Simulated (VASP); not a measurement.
The system is BeTe.

```
CELL_PARAMETERS angstrom
0.00000 2.80614 2.80614
2.80614 0.00000 2.80614
2.80614 2.80614 0.00000
ATOMIC_POSITIONS crystal
Be 0.00000 0.00000 0.00000
Te 0.25000 0.25000 0.25000
```

Base run:

| Item | Value |
| --- | --- |
| Program | VASP 6.6.1 |
| Functional | HSE06 |
| Potentials or basis | VASP PAW PBE potentials, release 64 (Be, Te) |
| Cutoff | 520 eV |
| k mesh | 6 × 6 × 6 |
| Occupations | gaussian, width 0.03 eV |
| Spin | no spin polarisation |

Its results: band gap on the k mesh 2.63 eV, indirect (least direct gap 4.48 eV); pressure 0.5 GPa.

Question: The run is repeated on the same cell with these changes: functional from HSE06 to PBE-EpsX. What comes out?

Answer: Band gap on the k mesh 2.63 eV, indirect (least direct gap 4.40 eV); pressure 1.1 GPa.

Caveats: the PAW data sets were made with another functional, which shifts forces and pressure a little; spin-orbit coupling is left out, which moves the levels of the heavy elements.
